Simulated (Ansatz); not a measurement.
# ZnCu in Ansatz: convergence with k mesh

The system is ZnCu.

```xyz
2
Lattice="2.9450 0.0000 0.0000 0.0000 2.9450 0.0000 0.0000 0.0000 2.9450" Properties=species:S:1:pos:R:3 pbc="T T T"
Zn    1.4725    1.4725    1.4725
Cu    0.0000    0.0000    0.0000
```

| Property | Result |
| --- | --- |
| Program | Ansatz 0.2.0 |
| Task | convergence study |
| Functional | r2SCAN |
| Potentials or basis | JTH PAW |
| Cutoff | 1350 eV (not typed: the program's choice for these potentials) |
| k mesh | 3 × 3 × 3 |
| Occupations | gaussian, width 0.05 eV |
| Spin | no spin polarisation |

These are the settings of the first run; the series varies k mesh, with any setting tied to it.

Hardware: 2 threads of Intel(R) Xeon(R) Processor @ 2.50GHz (Skylake/Cascade Lake), on a shared host.

```tsv
k mesh	energy less the tightest run, at zero smearing (meV/atom)	pressure (GPa)	SCF cycles	CPU time (s)	peak memory (GiB)
3 × 3 × 3	196.02	-2.50	10	12	0.71
4 × 4 × 4	-27.88	-4.04	10	15	0.72
5 × 5 × 5	-0.04	-2.37	10	14	0.73
7 × 7 × 7	-9.01	-3.29	11	22	0.75
8 × 8 × 8	-3.31	-2.78	11	33	0.8
10 × 10 × 10	3.64	-3.11	9	39	0.85
12 × 12 × 12	2.94	-3.00	11	64	0.88
15 × 15 × 15	0.00	-3.13	9	75	0.93
```

Not settled before the last step: the energy (to 1 meV/atom), the pressure (to 0.1 GPa). Meshes of other sizes hit other points, so gaps and Fermi surfaces needn't settle smoothly. The tightest run that finished is the yardstick and may itself not be fully converged.
